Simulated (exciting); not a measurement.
# ZnS (F-43m) in exciting: settings compared

One crystal, ZnS, is run at these levels: RPBE, PBEsol; tasks: single point.

All numbers are computed with exciting (release sodium); they aren't measurements. Logs are shortened: lines on timing, memory, paths and dates and some standing lists are left out, and cuts for length are marked.

**The experiment to reproduce.**

From “Electronic, vibrational, and thermodynamic properties of ZnS (zincblende and rocksalt structure)”, 2009, arxiv:0911.5022, for a bulk crystal of ZnS at 19 K: band gap 3.85 eV (direct).

The results are compared with them further down.

## Step 1: The crystal as given

It takes space group F-43m (No. 216, cubic). The conventional cell has a = 5.404 Å, b = 5.404 Å, c = 5.404 Å, α = 90.00°, β = 90.00°, γ = 90.00°. Zn (site symmetry -43m) has 4 S at 2.34 Å as nearest neighbours. S (site symmetry -43m) has 4 Zn at 2.34 Å as nearest neighbours.

## Step 2: Single point, RPBE

The input, input.xml:

```xml
<input>
  <title>ZnS</title>
  <structure speciespath="./" tshift="false">
    <crystal scale="1">
      <basevect>7.221031010537 0.000000000000 0.000000000000</basevect>
      <basevect>3.610515505268 6.253596296698 0.000000000000</basevect>
      <basevect>3.610515505268 2.084532098836 5.895947130784</basevect>
    </crystal>
    <species speciesfile="Zn.xml" rmt="2">
      <atom coord="0.750000000000 0.750000000000 0.750000000000"/>
    </species>
    <species speciesfile="S.xml" rmt="1.9">
      <atom coord="0.000000000000 0.000000000000 0.000000000000"/>
    </species>
  </structure>
  <groundstate do="fromscratch" ngridk="9 9 9" rgkmax="8.5" gmaxvr="14" lmaxapw="10" lmaxmat="10" lmaxvr="8" stype="Gaussian" swidth="0.00183747" nempty="10" ValenceRelativity="iora*" epsengy="1e-05" epspot="1e-05" maxscl="60" tforce="true" outputlevel="low">
    <libxc exchange="XC_GGA_X_RPBE" correlation="XC_GGA_C_PBE"/>
  </groundstate>
  <properties>
    <chargedensityplot>
      <plot3d>
        <box grid="20 20 20">
          <origin coord="0 0 0"/>
          <point coord="1 0 0"/>
          <point coord="0 1 0"/>
          <point coord="0 0 1"/>
        </box>
      </plot3d>
    </chargedensityplot>
    <elfplot>
      <plot3d>
        <box grid="20 20 20">
          <origin coord="0 0 0"/>
          <point coord="1 0 0"/>
          <point coord="0 1 0"/>
          <point coord="0 0 1"/>
        </box>
      </plot3d>
    </elfplot>
    <exccplot>
      <plot3d>
        <box grid="20 20 20">
          <origin coord="0 0 0"/>
          <point coord="1 0 0"/>
          <point coord="0 1 0"/>
          <point coord="0 0 1"/>
        </box>
      </plot3d>
    </exccplot>
  </properties>
</input>
```

Potentials or basis: all-electron LAPW+lo, shipped species files, valence relativity iora*.

On the command line:

```
$ OMP_NUM_THREADS=1 exciting_smp
```

INFO.OUT:

```text
================================================================================
EXCITING SODIUM started
[... 10 lines left out ...]

 Lattice vectors (cartesian) :
      7.2210310105      0.0000000000      0.0000000000
      3.6105155053      6.2535962967      0.0000000000
      3.6105155053      2.0845320988      5.8959471308

 Reciprocal lattice vectors (cartesian) :
      0.8701230196     -0.5023657596     -0.3552262352
      0.0000000000      1.0047315191     -0.3552262352
      0.0000000000      0.0000000000      1.0656787057

 Unit cell volume                           :     266.2457183483
 Brillouin zone volume                      :       0.9316589765

 Species :    1 (Zn)
     parameters loaded from                 :    Zn.xml
     name                                   :    zinc

     atomic positions (lattice) :
       1 :   0.75000000  0.75000000  0.75000000

 Species :    2 (S)
     parameters loaded from                 :    S.xml
     name                                   :    sulphur

     atomic positions (lattice) :
       1 :   0.00000000  0.00000000  0.00000000

 Total number of atoms per unit cell        :       2

 Spin treatment                             :    spin-unpolarised

 Number of Bravais lattice symmetries       :      48
 Number of crystal symmetries               :      24

 k-point grid                               :       9    9    9
 Total number of k-points                   :      55
 k-point set is reduced with crystal symmetries

 R^MT_min * |G+k|_max (rgkmax)              :       8.50000000

 G-vector grid sizes                        :      36    36    36
 Total number of G-vectors                  :   12339

 Total nuclear charge                       :     -46.00000000
 Total electronic charge                    :      46.00000000

 Number of empty states                     :      10
 Total number of valence states             :      23

 Exchange-correlation type                  :     100
     libxc; exchange: Hammer, Hansen, and Norskov; correlation: Perdew, Burke & Ernzerhof (see libxc for references)

 Smearing scheme                            :    Gaussian
 Smearing width                             :       0.00183747

[... 5 lines left out ...]
* Groundstate module started                                                   *
********************************************************************************
 Output level for this task is set to low

++++++++++++++++++++++++++++++++++++++++++++++++++++++++++++++++++++++++++++++++
[... 5 lines left out ...]
+ SCF iteration number :    1                                                  +
++++++++++++++++++++++++++++++++++++++++++++++++++++++++++++++++++++++++++++++++
 Total energy                               :     -2193.93015631
 _______________________________________________________________
 Fermi energy                               :         0.16873774
 DOS at Fermi energy (states/Ha/cell)       :         0.00000000
 Electron charge: Core leakage              :         0.00137189

 Estimated fundamental gap                  :         0.09451101
        valence-band maximum at    1      0.0000  0.0000  0.0000
     conduction-band minimum at    1      0.0000  0.0000  0.0000

++++++++++++++++++++++++++++++++++++++++++++++++++++++++++++++++++++++++++++++++
+ SCF iteration number :    2                                                  +
++++++++++++++++++++++++++++++++++++++++++++++++++++++++++++++++++++++++++++++++
 Total energy                               :     -2196.42797714
 _______________________________________________________________
 Fermi energy                               :         0.17489227
 DOS at Fermi energy (states/Ha/cell)       :         0.00000000
 Electron charge: Core leakage              :         0.00136328

 Estimated fundamental gap                  :         0.08985389
        valence-band maximum at    1      0.0000  0.0000  0.0000
     conduction-band minimum at    1      0.0000  0.0000  0.0000

 RMS change in effective potential (target) :  0.142541      ( 0.100000E-04)
 Absolute change in total energy   (target) :   2.49782      ( 0.100000E-04)
 Charge distance                   (target) :  0.644883E-02  ( 0.100000E-04)
 Abs. change in max-nonIBS-force   (target) :   0.00000      ( 0.500000E-04)

++++++++++++++++++++++++++++++++++++++++++++++++++++++++++++++++++++++++++++++++
+ SCF iteration number :    3                                                  +
++++++++++++++++++++++++++++++++++++++++++++++++++++++++++++++++++++++++++++++++
 Total energy                               :     -2196.09470399
 _______________________________________________________________
 Fermi energy                               :         0.17952043
 DOS at Fermi energy (states/Ha/cell)       :         0.00000000
 Electron charge: Core leakage              :         0.00136624

 Estimated fundamental gap                  :         0.08581563
        valence-band maximum at    1      0.0000  0.0000  0.0000
     conduction-band minimum at    1      0.0000  0.0000  0.0000

 RMS change in effective potential (target) :  0.104792      ( 0.100000E-04)
 Absolute change in total energy   (target) :  0.333273      ( 0.100000E-04)
 Charge distance                   (target) :  0.293982E-02  ( 0.100000E-04)
 Abs. change in max-nonIBS-force   (target) :   0.00000      ( 0.500000E-04)
[... 217 lines left out ...]
++++++++++++++++++++++++++++++++++++++++++++++++++++++++++++++++++++++++++++++++
+ SCF iteration number :   16                                                  +
++++++++++++++++++++++++++++++++++++++++++++++++++++++++++++++++++++++++++++++++
 Total energy                               :     -2195.69835728
 _______________________________________________________________
 Fermi energy                               :         0.18320638
 DOS at Fermi energy (states/Ha/cell)       :         0.00000000
 Electron charge: Core leakage              :         0.00136084

 Estimated fundamental gap                  :         0.08370421
        valence-band maximum at    1      0.0000  0.0000  0.0000
     conduction-band minimum at    1      0.0000  0.0000  0.0000

 RMS change in effective potential (target) :  0.473497E-08  ( 0.100000E-04)
 Absolute change in total energy   (target) :  0.697396E-06  ( 0.100000E-04)
 Charge distance                   (target) :  0.951346E-09  ( 0.100000E-04)
 Abs. change in max-nonIBS-force   (target) :   0.00000      ( 0.500000E-04)

++++++++++++++++++++++++++++++++++++++++++++++++++++++++++++++++++++++++++++++++
+ SCF iteration number :   17                                                  +
++++++++++++++++++++++++++++++++++++++++++++++++++++++++++++++++++++++++++++++++
 Total energy                               :     -2195.69835685
 _______________________________________________________________
 Fermi energy                               :         0.18320638
 DOS at Fermi energy (states/Ha/cell)       :         0.00000000
 Electron charge: Core leakage              :         0.00136084

 Estimated fundamental gap                  :         0.08370421
        valence-band maximum at    1      0.0000  0.0000  0.0000
     conduction-band minimum at    1      0.0000  0.0000  0.0000

 RMS change in effective potential (target) :  0.746145E-09  ( 0.100000E-04)
 Absolute change in total energy   (target) :  0.429728E-06  ( 0.100000E-04)
 Charge distance                   (target) :  0.509084E-09  ( 0.100000E-04)
 Abs. change in max-nonIBS-force   (target) :   0.00000      ( 0.500000E-04)

++++++++++++++++++++++++++++++++++++++++++++++++++++++++++++++++++++++++++++++++
| Convergency criteria checked for the last 2 iterations                       +
| Convergence targets achieved. Performing final SCF iteration                 +
++++++++++++++++++++++++++++++++++++++++++++++++++++++++++++++++++++++++++++++++
 Total energy                               :     -2195.69835691
 _______________________________________________________________
 Fermi energy                               :         0.18320638
 DOS at Fermi energy (states/Ha/cell)       :         0.00000000
 Electron charge: Core leakage              :         0.00136084

 Estimated fundamental gap                  :         0.08370421
        valence-band maximum at    1      0.0000  0.0000  0.0000
     conduction-band minimum at    1      0.0000  0.0000  0.0000

++++++++++++++++++++++++++++++++++++++++++++++++++++++++++++++++++++++++++++++++
+ Self-consistent loop stopped                                                 +
++++++++++++++++++++++++++++++++++++++++++++++++++++++++++++++++++++++++++++++++
 STATE.OUT is written

--------------------------------------------------------------------------------
- Writing atomic positions and forces                                          -
--------------------------------------------------------------------------------

 Atomic positions (lattice) :
 atom     1  Zn  :     0.75000000    0.75000000    0.75000000
 atom     2   S  :     0.00000000    0.00000000    0.00000000

 Total atomic forces including IBS (cartesian) :
 atom     1  Zn  :     0.00000000    0.00000000    0.00000000
 atom     2   S  :    -0.00000000   -0.00000000    0.00000000

 Atomic force components including IBS (cartesian) :
 atom     1  Zn  :     0.00000000   -0.00000000    0.00000000   HF force
                 :    -0.00000000    0.00000000    0.00000000   core correction
                 :     0.00000000   -0.00000000   -0.00000000   IBS correction
 atom     2   S  :    -0.00000000    0.00000000   -0.00000000   HF force
                 :     0.00000000   -0.00000000    0.00000000   core correction
                 :    -0.00000000    0.00000000    0.00000000   IBS correction

********************************************************************************
* Groundstate module stopped                                                   *
********************************************************************************

================================================================================
| EXCITING SODIUM stopped                                                      =
================================================================================
```

Run time: 4.5 min. Hardware: 1 thread of Arm Neoverse V1, shared host; peak memory 0.13 GiB.

What came out:

```
Free energy            : -59747.9961 eV
Band gap on the k mesh : 2.28 eV, direct
```

## Step 3: Single point, PBEsol

The input, input.xml:

```xml
<input>
  <title>ZnS</title>
  <structure speciespath="./" tshift="false">
    <crystal scale="1">
      <basevect>0.000000000000 5.106039988739 5.106039988739</basevect>
      <basevect>5.106039988739 0.000000000000 5.106039988739</basevect>
      <basevect>5.106039988739 5.106039988739 0.000000000000</basevect>
    </crystal>
    <species speciesfile="Zn.xml" rmt="2">
      <atom coord="0.250000000000 0.250000000000 0.250000000000"/>
    </species>
    <species speciesfile="S.xml" rmt="1.9">
      <atom coord="0.000000000000 0.000000000000 0.000000000000"/>
    </species>
  </structure>
  <groundstate do="fromscratch" ngridk="9 9 9" rgkmax="8.5" gmaxvr="14" lmaxapw="10" lmaxmat="10" lmaxvr="8" xctype="GGA_PBE_SOL" stype="Gaussian" swidth="0.00367493" nempty="10" ValenceRelativity="iora*" epsengy="1e-05" epspot="1e-05" maxscl="60" tforce="true" outputlevel="high"/>
</input>
```

Potentials or basis: all-electron LAPW+lo, shipped species files, valence relativity iora*.

On the command line:

```
$ OMP_NUM_THREADS=1 exciting_smp
```

It took 3.2 min on 1 thread of Arm Neoverse V1, shared host; peak memory 0.14 GiB.

Results (log left out):

| Quantity | Value |
| --- | --- |
| Free energy | -59683.8451 eV |
| Band gap on the k mesh | 1.97 eV, direct |
| All electrons inside the program's atomic spheres | Zn 28.12; S 13.57 (radii Zn 2.0, S 1.9 bohr) |

Levels at points of the mesh, in eV from the valence-band top:
```tsv
k point	band 8	band 9	band 10	band 11	band 12	band 13	band 14	band 15	band 16	band 17
(0.00, 0.00, 0.00)	-5.89	-5.89	0.00	0.00	0.00	1.97	6.28	6.28	6.28	11.64
```

## Step 4: How close it comes

Step 2. A measured gap of ZnS is 3.85 eV (direct; 19 K; quoted in “Electronic, vibrational, and thermodynamic properties of ZnS (zincblende and rocksalt structure)”, 2009, arxiv:0911.5022); the calculated 2.28 eV misses it by -1.57 eV. The value is that of RPBE, without temperature or zero-point motion. Semilocal functionals fall short of measured gaps as a rule.

Step 3. A measured gap of ZnS is 3.85 eV (direct; 19 K; quoted in “Electronic, vibrational, and thermodynamic properties of ZnS (zincblende and rocksalt structure)”, 2009, arxiv:0911.5022); the calculated 1.97 eV misses it by -1.88 eV. The value is that of PBEsol, without temperature or zero-point motion. Semilocal functionals fall short of measured gaps as a rule.
